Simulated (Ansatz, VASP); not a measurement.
## One calculation of BaTiO3, two programs

```
Ba Ti O
1.0
     2.84639    1.64337    2.33308
    -2.84639    1.64337    2.33308
     0.00000   -3.28673    2.33308
Ba Ti O
1 1 3
Direct
  0.99670 0.99670 0.99670
  0.48359 0.48359 0.48359
  0.51080 0.51080 0.01941
  0.01941 0.51080 0.51080
  0.51080 0.01941 0.51080
```

Change from the starting cell: volume scaled by 1.02, ions relaxed.

Alike in both runs: functional PBE; k mesh 8 × 8 × 8; occupations fermi-dirac, width 0.02 eV; no spin polarisation.

Ansatz relaxed the structure, and its values are those at the end. VASP's run is a single point on that final structure, the one shown.

```csv
,VASP,Ansatz
version,VASP 6.6.1,Ansatz 0.2.0
potentials or method,"VASP PAW PBE potentials, release 64 (Ba_sv, Ti_sv, O)","plane-wave PAW, scalar-relativistic"
plane-wave cutoff (eV),520,420
valence electrons in the cell,40,40
```

Ansatz gave:

```
gap on the k mesh at the Fermi level (eV) : 2.49
pressure (GPa)                            : 2.2
rms of the force components (eV/Å)        : 0.001
```

Q: Estimate VASP's values.

A: gap on the k mesh at the Fermi level (eV): 2.44; pressure (GPa): 3.9; rms of the force components (eV/Å): 0.031.

The functional is the same, so the differences come from potentials, cutoffs and numerics. Ansatz warned: «gradients_without_spin_orbit».

Caveats: spin-orbit coupling is left out, which moves the levels of the heavy elements. A k mesh can miss the band edges.
